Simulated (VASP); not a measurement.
# KF (Carobbiite) (Fm-3m) in VASP: further runs, part 3 of 3

VASP 6.6.1. The steps go on from the part before.

### Step 5. Born charges and dielectric tensor, PBE

INCAR

```
SYSTEM = KF
ALGO = Normal
EDIFF = 1E-8
ENCUT = 400
GGA = PE
IBRION = 8
ISIF = 2
ISMEAR = 0
LASPH = .True.
LCHARG = .False.
LEPSILON = .True.
LREAL = Auto
LWAVE = .False.
NELM = 60
PREC = Accurate
SIGMA = 0.01
```

KPOINTS

```
k-points
0
Gamma
  9 9 9
  0 0 0
```

POSCAR

```
KF
1.0
    0.0000000000      2.6718500000      2.6718500000
    2.6718500000      0.0000000000      2.6718500000
    2.6718500000      2.6718500000      0.0000000000
K F
1 1
Cartesian
    0.0000000000      0.0000000000      0.0000000000
    2.6718500000      2.6718500000      2.6718500000
```

Potentials or basis: VASP PAW PBE potentials, release 64 (K_sv, F_s).

Command:

```
$ cat potpaw_PBE.64/K_sv/POTCAR potpaw_PBE.64/F_s/POTCAR > POTCAR
$ mpirun -np 1 vasp_std > vasp.out
```

OUTCAR:

```text
SYSTEM = KF
   EDIFF = 1E-8
   ENCUT = 400
   GGA = PE
   IBRION = 8
   ISIF = 2
   ISMEAR = 0
   LASPH = .True.
   LEPSILON = .True.
   LREAL = Auto
   NELM = 60
   PREC = Accurate

 ion  position               nearest neighbor table
   1  0.000  0.000  0.000-   2 2.67   2 2.67   2 2.67   2 2.67   2 2.67   2 2.67
   2  0.500  0.500  0.500-   1 2.67   1 2.67   1 2.67   1 2.67   1 2.67   1 2.67

[... 865 lines left out ...]
      0.000000  0.000000  0.000000    -0.558826   -0.000000   -0.000000
      2.671850  2.671850  2.671850     0.829285   -0.000000    0.000000
[... 21 lines left out ...]
   6 f/i=    0.088600 THz     0.556689 2PiTHz    2.955369 cm-1     0.366419 meV
             X         Y         Z           dx          dy          dz
      0.000000  0.000000  0.000000     0.032859    0.345418    0.753207
      2.671850  2.671850  2.671850     0.022142    0.232765    0.507560

--------------------------------------------------------------------------------------------------------

 MACROSCOPIC STATIC DIELECTRIC TENSOR IONIC CONTRIBUTION
 ------------------------------------------------------
           3.758772    -0.000000     0.000000
          -0.000000     3.758772     0.000000
           0.000000     0.000000     3.758772
 ------------------------------------------------------

 ELASTIC MODULI CONTR FROM IONIC RELAXATION (kBar)
 Direction    XX          YY          ZZ          XY          YZ          ZX
 --------------------------------------------------------------------------------
 XX           0.0000      0.0000      0.0000      0.0000      0.0000      0.0000
 YY           0.0000      0.0000      0.0000      0.0000      0.0000      0.0000
 ZZ           0.0000      0.0000      0.0000      0.0000      0.0000      0.0000
 XY           0.0000      0.0000      0.0000      0.0000      0.0000      0.0000
 YZ           0.0000      0.0000      0.0000      0.0000      0.0000      0.0000
 ZX           0.0000      0.0000      0.0000      0.0000      0.0000      0.0000
 --------------------------------------------------------------------------------

 PIEZOELECTRIC TENSOR IONIC CONTR  for field in x, y, z        (C/m^2)
          XX          YY          ZZ          XY          YZ          ZX
  --------------------------------------------------------------------------------
  x     0.00000     0.00000     0.00000     0.00000     0.00000     0.00000
  y     0.00000     0.00000     0.00000     0.00000     0.00000     0.00000
  z     0.00000     0.00000     0.00000     0.00000     0.00000     0.00000
```

OSZICAR:

```text
N       E                     dE             d eps       ncg     rms          rms(c)
DAV:   1     0.999371702941E+02    0.99937E+02   -0.71394E+03   840   0.107E+03
DAV:   2    -0.631161200972E+01   -0.10625E+03   -0.10092E+03   912   0.338E+02
[... 13 lines left out ...]
RMM:  11    -0.348912771270E+00   -0.12020E-06   -0.24666E-06  4375   0.274E-04    0.142E-05
RMM:  12    -0.348912888065E+00   -0.11679E-06    0.88711E-07  4202   0.149E-04    0.968E-06
RMM:  13    -0.348912827816E+00    0.60249E-07   -0.35801E-07  4208   0.108E-04    0.773E-06
RMM:  14    -0.348912831470E+00   -0.36541E-08    0.17129E-07  4017   0.890E-05    0.500E-06
RMM:  15    -0.348912837409E+00   -0.59392E-08   -0.14898E-07  3769   0.815E-05    0.140E-06
RMM:  16    -0.348912841897E+00   -0.44874E-08    0.11736E-08  3485   0.789E-05    0.122E-07
 Linear response finished
```

Run time: 7.6 min. Hardware: 1 thread of Intel Xeon Platinum 8559C (Emerald Rapids), shared host; peak memory 0.2 GiB.

Results:

| Item | Value |
| --- | --- |
| Band gap on the k mesh | 6.16 eV, direct |
| Electronic dielectric tensor (diagonal) | 1.98 |
| Born charges (mean of the diagonal) | K +1.14; F -1.14 e |
| Highest phonon frequency at Γ, LO-TO splitting left out | 187 cm⁻¹ |

Phonon frequencies in cm⁻¹ (negative: imaginary):
| q point | frequencies |
| --- | --- |
| (0.000, 0.000, 0.000) | -3 -3 -3 187 187 187 |

Electronic dielectric tensor:
```
1.98 0.00 0.00
0.00 1.98 0.00
0.00 0.00 1.98
```

Born effective charge tensors (e):
atom 1, K
```
1.14 0.00 0.00
0.00 1.14 0.00
0.00 0.00 1.14
```
atom 2, F
```
-1.14  0.00  0.00
 0.00 -1.14  0.00
 0.00  0.00 -1.14
```

Caveat: an odd mesh through Γ misses points on the zone boundary, where band edges often lie.

### Step 6. The reference run

An earlier run on the cell as given: functional PBE; potentials or basis VASP PAW PBE potentials, release 64 (K_sv, F); cutoff 520 eV; k mesh 9 × 9 × 9; occupations fermi-dirac, width 0.05 eV; no spin polarisation.

* Pressure: 1.4 GPa
* Band gap on the k mesh: 6.17 eV, direct

### Step 7. Summary

| task | level | potentials or basis | k mesh | cutoff (eV) | smearing | ladder | GW scheme | GW iterations | cutoff of the response function | frequency points | other keys | mesh quality | gap on the mesh (eV) |
| --- | --- | --- | --- | --- | --- | --- | --- | --- | --- | --- | --- | --- | --- |
| G0W0 quasiparticle levels | LDA | VASP PAW LDA potentials, release 64 (K_sv_GW, F_GW) | 4 × 4 × 4 | 500 | gaussian 0.01 eV | free | G0W0 | 1 | 200 | 50 | - | coarse | - |
| density of states | r2SCAN+rVV10 | VASP PAW PBE potentials, release 64 (K_sv_GW, F_GW) | 9 × 9 × 9 | 550 | gaussian 0.05 eV | - | - | - | - | - | - | not flagged | 6.73 |
| chemical shielding | LDA | VASP PAW LDA potentials, release 64 (K_sv, F_s) | 9 × 9 × 9 | 400 | gaussian 0.05 eV | - | - | - | - | - | - | not flagged | - |
| Born charges and dielectric tensor | PBE | VASP PAW PBE potentials, release 64 (K_sv, F_s) | 9 × 9 × 9 | 400 | gaussian 0.01 eV | - | - | - | - | - | LREAL = Auto | not flagged | 6.16 |
| single point | PBE | VASP PAW PBE potentials, release 64 (K_sv, F) | 9 × 9 × 9 | 520 | fermi-dirac 0.05 eV | - | - | - | - | - | - | not flagged | 6.17 |

Alike in all rows: no spin polarisation; cell as given.

Caveats: some runs use coarse meshes; an odd mesh through Γ misses points on the zone boundary, where band edges often lie (some runs); the cutoff is under 1.25 times the usual one of these potentials, so pressure, stress and relaxed cells hold a basis-set (Pulay) error (some runs); bands, screening cutoff and mesh are small and nothing is extrapolated, so the quasiparticle values aren't converged (some runs); the PAW data sets were made with another functional, which shifts forces and pressure a little (some runs).

Absolute energies hang on the potentials; compare differences alone.
